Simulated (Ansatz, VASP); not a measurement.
## BN in VASP and in Ansatz

```
B N
1.0
     2.50712    0.00000    0.00000
    -1.25356    2.17123    0.00000
     0.00000    0.00000   45.84237
B N
4 4
Direct
  0.66667 0.33333 0.39114
  0.33333 0.66667 0.46384
  0.66667 0.33333 0.53616
  0.33333 0.66667 0.60886
  0.33333 0.66667 0.39110
  0.66667 0.33333 0.46384
  0.33333 0.66667 0.53616
  0.66667 0.33333 0.60890
```

Alike in both runs: functional PBE; dispersion D3(BJ); k mesh 12 × 12 × 1; no spin polarisation.

Ansatz relaxed the structure, and its values are those at the end. VASP's run is a single point on that final structure, the one shown.

|  | VASP | Ansatz |
| --- | --- | --- |
| version | VASP 6.6.1 | Ansatz 0.2.0 |
| potentials or method | VASP PAW PBE potentials, release 64 (B, N) | scalar-relativistic, plane waves, PAW |
| plane-wave cutoff (eV) | 520 | 420 |
| occupations | gaussian, width 0.01 eV | fixed |
| valence electrons in the cell | 32 | 32 |

Ansatz gave:

* gap on the k mesh at the Fermi level (eV): 4.33
* least direct gap on the mesh (eV): 4.67

**Question.** Estimate VASP's values.

**Answer.** gap on the k mesh at the Fermi level (eV): 4.32; least direct gap on the mesh (eV): 4.67.

Ansatz warned: «xc_potential_rough_in_thin_density».
